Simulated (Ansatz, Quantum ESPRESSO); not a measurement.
Given: the input of a run of Quantum ESPRESSO 7.5 on TiO2 (Anatase). 

The input pw.in:

```
&CONTROL
  calculation = 'scf'
  prefix = 'pwscf'
  outdir = './tmp'
  pseudo_dir = './pseudo'
  tprnfor = .true.
  tstress = .true.
  disk_io = 'low'
/
&SYSTEM
  ibrav = 0
  celldm(1) = 8
  nat = 6
  ntyp = 2
  ecutwfc = 45
  ecutrho = 360
  nbnd = 33
  occupations = 'smearing'
  smearing = 'fd'
  degauss = 0.00367493
/
&ELECTRONS
  conv_thr = 1.2d-09
  electron_maxstep = 120
  mixing_beta = 0.5
/
ATOMIC_SPECIES
Ti    47.8670 ti_pbesol_v1.4.uspp.F.UPF
O     15.9990 o_pbesol_v1.2.uspp.F.UPF
CELL_PARAMETERS alat
 -0.4469438500506   0.4469438500506   1.1237492615853
  0.4469438500506  -0.4469438500506   1.1237492615853
  0.4469438500506   0.4469438500506  -1.1237492615853
ATOMIC_POSITIONS crystal
Ti     0.7500000000    0.2500000000    0.5000000000
Ti     0.0000000000    0.0000000000    0.0000000000
O      0.7919000000    0.7919000000    0.0000000000
O      0.5419000000    0.0419000000    0.5000000000
O      0.9581000000    0.4581000000    0.5000000000
O      0.2081000000    0.2081000000    0.0000000000
K_POINTS automatic
10 10 10 0 0 0
```

pp_density.in

```
&INPUTPP
  prefix = 'pwscf'
  outdir = './tmp'
  filplot = 'density.dat'
  plot_num = 0
/
&PLOT
  nfile = 1
  filepp(1) = 'density.dat'
  iflag = 3
  output_format = 6
  fileout = 'density.cube'
/
```

pp_potential.in

```
&INPUTPP
  prefix = 'pwscf'
  outdir = './tmp'
  filplot = 'potential.dat'
  plot_num = 11
/
&PLOT
  nfile = 1
  filepp(1) = 'potential.dat'
  iflag = 3
  output_format = 6
  fileout = 'potential.cube'
/
```

Potentials or basis: GBRV 1.5 PBEsol.

Launch:

```sh
$ OMP_NUM_THREADS=1 mpirun -n 2 pw.x -nk 2 -in pw.in > pw.out
$ OMP_NUM_THREADS=1 mpirun -n 1 pp.x -in pp_density.in > pp_density.out
$ OMP_NUM_THREADS=1 mpirun -n 1 pp.x -in pp_potential.in > pp_potential.out
```

Question: Set up the same calculation for Ansatz 0.2.0. Potentials or basis there: all-electron LAPW, scalar-relativistic.

Answer: As run (cutoffs and basis follow the program's own potentials, and thresholds, step limits or extra output files can differ):

Contents of input.yaml:

```yaml
crystal:
  lattice:
    - [-1.8921, 1.8921, 4.7573]
    - [1.8921, -1.8921, 4.7573]
    - [1.8921, 1.8921, -4.7573]
  atoms:
    - { symbol: Ti, position: [0.75, 0.25, 0.5] }
    - { symbol: Ti, position: [0.0, 0.0, 0.0] }
    - { symbol: O, position: [0.7919, 0.7919, 0.0] }
    - { symbol: O, position: [0.5419, 0.0419, 0.5] }
    - { symbol: O, position: [0.9581, 0.4581, 0.5] }
    - { symbol: O, position: [0.2081, 0.2081, 0.0] }
kpoints:
  mp_grid: { grid: [10, 10, 10] }
scf:
  occupations: { method: fermi_dirac, width: 0.05 }
hamiltonian:
  xc: pbesol
  pseudopotentials: { kind: all_electron, lapw: { basis_error: 0.001 } }
output:
  forces: true
  stress: true
  eigenvalues: true
  populations: true
```

Potentials or basis: all-electron LAPW, scalar-relativistic.

Command:

```sh
$ ansatz run input.yaml --threads 4 --pin off --max-ram 12288MiB --backend cpu --events-out ev --progress --plain --runs-dir out
```

Both were run:

|  | Quantum ESPRESSO | Ansatz |
| --- | --- | --- |
| Pressure | -0.8 GPa | -1.1 GPa |

Where Ansatz's input types no cutoff or centring, it takes its own default and a Γ-centred mesh.

Pressure is positive in compression.
